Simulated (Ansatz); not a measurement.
# C₄H₈: up Jacob's ladder to CCSD(T)

An exercise on one series of results from a longer session: the logs are not shown, and one member is left open.

Program: Ansatz 0.2.0, Gaussian basis. Level of theory: functionals in def2-TZVPP, the program's frozen cores in correlated methods. These are calculated values, not measurements.

The runs, in order: PBE-D4, r2SCAN-D4, PBE0-D4, B3LYP-D4, ωB97X-V, ωB97M-V, B2PLYP; CCSD(T)/def2-TZVPP; MP2/def2-QZVPP; extrapolation to the limit.

### Structure used throughout

An earlier PBE0-D4 in a triple-zeta def2 set relaxation fixed the geometry.

12 atoms, charge 0, spin multiplicity 1.

Atoms are counted from 1 here; the program's logs count them from 0.

Bond lengths: C1–C2 1.326 Å, C1–H5 1.084 Å, C1–H6 1.084 Å, C2–C3 1.495 Å, C2–H7 1.089 Å, C3–C4 1.516 Å, C3–H8 1.098 Å, C3–H9 1.098 Å, C4–H10 1.093 Å, C4–H11 1.093 Å, C4–H12 1.092 Å. Angles: C2–C1–H5 122.1°, C2–C1–H6 121.1°, H5–C1–H6 116.8°, C1–C2–C3 126.4°, C1–C2–H7 118.5°, C3–C2–H7 115.1°, C2–C3–C4 115.6°, C2–C3–H8 108.2°, C2–C3–H9 108.2°, C4–C3–H8 109.8°, C4–C3–H9 109.8°, H8–C3–H9 104.7°, C3–C4–H10 111.3°, C3–C4–H11 111.3°, C3–C4–H12 110.7°, H10–C4–H11 107.7°, H10–C4–H12 107.8°, H11–C4–H12 107.8°.

Geometry (Å):

```
C    -0.99496    1.32184   -0.52803
C    -0.70824    0.68533    0.59933
C     0.22024   -0.47593    0.75084
C     0.88888   -0.95106   -0.52426
H    -0.55719    1.03744   -1.47859
H    -1.68477    2.15753   -0.53924
H    -1.18280    1.02121    1.51973
H    -0.33761   -1.30312    1.20854
H     0.98315   -0.20994    1.49386
H     1.49279   -0.15971   -0.97521
H     0.15143   -1.27023   -1.26493
H     1.54688   -1.79855   -0.32275
```

The first run:

in.yaml

```yaml
crystal:
  periodic: [false, false, false]
  atoms:
    - {symbol: C, position_ang: [-0.994961, 1.321842, -0.528030]}
    - {symbol: C, position_ang: [-0.708239, 0.685332, 0.599331]}
    - {symbol: C, position_ang: [0.220240, -0.475931, 0.750841]}
    - {symbol: C, position_ang: [0.888882, -0.951064, -0.524262]}
    - {symbol: H, position_ang: [-0.557191, 1.037441, -1.478588]}
    - {symbol: H, position_ang: [-1.684771, 2.157527, -0.539243]}
    - {symbol: H, position_ang: [-1.182800, 1.021214, 1.519728]}
    - {symbol: H, position_ang: [-0.337609, -1.303121, 1.208544]}
    - {symbol: H, position_ang: [0.983146, -0.209940, 1.493865]}
    - {symbol: H, position_ang: [1.492785, -0.159712, -0.975211]}
    - {symbol: H, position_ang: [0.151433, -1.270233, -1.264930]}
    - {symbol: H, position_ang: [1.546884, -1.798555, -0.322747]}
basis:
  gaussian: {orbitals: def2-TZVPP}
hamiltonian: {xc: pbe, dispersion: d4}
output: {forces: true, orbitals: {seedname: orbitals}}
```

Among the steps run: PBE-D4 (GGA); r2SCAN-D4 (meta-GGA); PBE0-D4 (hybrid); B3LYP-D4 (hybrid); ωB97X-V (range-separated); ωB97M-V (range-separated); B2PLYP (double hybrid); CCSD(T) in def2-TZVPP; MP2 in def2-QZVPP.

One of the session's tables, all rows but one given; the rest of the session is left out.

It belongs to the step «Atomisation energies». 

```
            method  atomisation energy (kJ/mol)
            PBE-D4                       4922.4
         r2SCAN-D4                       4840.3
           PBE0-D4                       4864.5
          B3LYP-D4                       4841.7
           ωB97X-V                       4828.9
           ωB97M-V                       4841.4
            B2PLYP                       4793.8
     HF/def2-TZVPP                       3672.7
    MP2/def2-TZVPP                            ?
   CCSD/def2-TZVPP                       4672.4
CCSD(T)/def2-TZVPP                       4729.5
           MP2/CBS                       4869.2
       CCSD(T)/CBS                       4828.0
```

Q: Estimate the row for MP2/def2-TZVPP from the others.

**Answer.** atomisation energy (kJ/mol): 4770.7. In the column «atomisation energy (kJ/mol)» it lies between CCSD(T)/def2-TZVPP (4729.5) and B2PLYP (4793.8).
